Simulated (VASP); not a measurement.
# BP (F-43m): a series in a change of volume, part 2 of 2

How do the elastic response and the band edges of BP follow a change of volume?

VASP 6.6.1, plane waves and PAW; the level of theory is named at each step.

So far. Step 5 (Band edges, r2SCAN with spin-orbit coupling): The run ends at a pressure of 6.84 GPa.

## Step 6: The whole series

Runs beyond LDA use the data sets made with LDA; this shifts their levels slightly, and their total energies have another zero (at TB-mBJ, which has no energy functional, they mean nothing).

The other members went through these steps as far as the tables show, with the same cutoff and, step by step, the same mesh; 25 runs are not shown. The session took 0.77 core hours (wall time by ranks) on a shared machine.

```
volume over the relaxed volume  volume (Å³/atom)  pressure (GPa)  energy above the unstrained row (meV/atom)  gap on the mesh, LDA (eV)
                         0.940            10.633          12.185                                      24.834                      1.079
                         0.955            10.803           8.806                                      13.675                      1.105
                         0.970            10.973           5.661                                       5.978                      1.129
                         0.985            11.142           2.732                                       1.489                      1.153
                             1            11.312           0.005                                       0.000                      1.176
                         1.015            11.482          -2.535                                       1.290                      1.198
                         1.030            11.651          -4.899                                       5.190                      1.220
                         1.045            11.821          -7.102                                      11.494                      1.241
                         1.060            11.991          -9.151                                      20.051                      1.261
```

A cubic of the pressure in ln(V/V₀) through all rows has the slope −B at V₀: B = 175 GPa, and its curvature gives B′ = 3.8.

Band edges at TB-mBJ with spin-orbit coupling, counted from the valence-band top at Γ, spin-orbit pairs averaged, with one row partly withheld:

```
volume over the relaxed volume  gap (eV)  conduction band at Γ (eV)  Δ or X valley along z (eV)  lowest conduction level at L, [111] (eV)  second valence level below the top (eV)  third valence level below the top (eV)
                         0.940     1.915                      4.389                       1.915                                     5.104                                    0.000                                   0.041
                         0.955     1.942                      4.359                       1.942                                     5.008                                    0.000                                   0.041
                         0.970     1.967                      4.332                       1.967                                     4.913                                    0.000                                   0.041
                         0.985     1.992                      4.305                       1.992                                     4.822                                    0.000                                   0.041
                             1     2.016                      4.280                       2.015                                     4.733                                    0.000                                   0.042
                         1.015     2.039                      4.256                       2.038                                     4.646                                    0.000                                   0.042
                         1.030         ?                      4.233                           ?                                     4.561                                    0.000                                   0.042
                         1.045     2.084                      4.212                       2.080                                     4.477                                    0.000                                   0.042
                         1.060     2.105                      4.191                       2.100                                     4.396                                    0.000                                   0.042
```

Band edges at r2SCAN with spin-orbit coupling, counted from the valence-band top at Γ, spin-orbit pairs averaged:

```
volume over the relaxed volume  gap (eV)  conduction band at Γ (eV)  Δ or X valley along z (eV)  lowest conduction level at L, [111] (eV)  second valence level below the top (eV)  third valence level below the top (eV)
                         0.940     1.284                      3.765                       1.283                                     4.718                                    0.000                                   0.039
                         0.955     1.309                      3.734                       1.309                                     4.613                                    0.000                                   0.040
                         0.970     1.333                      3.705                       1.333                                     4.511                                    0.000                                   0.040
                         0.985     1.357                      3.678                       1.357                                     4.411                                    0.000                                   0.040
                             1     1.380                      3.652                       1.380                                     4.313                                    0.000                                   0.041
                         1.015     1.402                      3.628                       1.401                                     4.218                                    0.000                                   0.041
                         1.030     1.424                      3.605                       1.423                                     4.126                                    0.000                                   0.041
                         1.045     1.445                      3.584                       1.443                                     4.035                                    0.000                                   0.042
                         1.060     1.465                      3.563                       1.462                                     3.947                                    0.000                                   0.042
```

## Step 7: Working out the slope

The quantity to fit is the Δ or X valley above the valence top at TB-mBJ with spin-orbit coupling: 1.915, 1.942, 1.967, 1.992, 2.015, 2.038, 2.080, 2.100 eV in the rows shown.

Fitting a parabola to the 8 known rows (u: logarithm of the volume ratio) gives E = − 1.372 u² + 1.538 u + 2.015 in eV; the residuals are 1.1e-4 eV r.m.s.

At u = 0.02956 this predicts 2.0596 eV.

## Step 8: Checking the prediction

The calculation gives 2.0595 eV, so the prediction is 0.0001 eV too high.

## Step 9: Summary of results

```
bulk modulus                                                                          : 175 GPa
gap of the unstrained cell, TB-mBJ with spin-orbit coupling                           : 2.02 eV
gap of the unstrained cell, r2SCAN with spin-orbit coupling                           : 1.38 eV
dE/d ln V of the Δ or X valley above the valence top, TB-mBJ with spin-orbit coupling : 1.54 eV
error of the predicted row                                                            : 0.1 meV
```

**Reading.** At TB-mBJ with spin-orbit coupling the lowest conduction valley is Δ or X throughout, and the gap runs between 1.92 and 2.11 eV. At r2SCAN with spin-orbit coupling the lowest conduction valley is Δ or X throughout, and the gap runs between 1.28 and 1.47 eV. Hole masses are left out throughout, since the top bands are degenerate or cross in many series; of conduction masses, those of the Γ, L and (for Si and Ge under (001) strain) Δ valleys are kept where they change by under an eighth between rows. TB-mBJ is a potential fitted for gaps; it has no energy functional, so its total energies and forces mean nothing, and its bands tend to come out too narrow. r2SCAN opens gaps somewhat over GGA but leaves them below measured values as a rule. Δ or X levels are the lowest on their line, refined by a parabola unless they lie at X; the gap is read from all points sampled and can differ from the lowest valley by some meV, or by tens of meV where strain moves the valence top off Γ. Temperature, zero-point motion and excitons are left out.

[Lines on the potential files, build, host, timing and source positions are cut from VASP's logs without a mark.]

[Logs are printed without paths, hosts, clocks, repeated set-up lines and the standing remarks that a program may print on its own settings, such as how far it seeks lower states.]

[Hosts, paths, dates, database ids (printed as entryN), source tags and the programs' standing remarks are cut or masked in the printed files.]

[In band tables of VASP the shares of atoms and orbitals are scaled to a sum of 1 inside the atoms' spheres.]
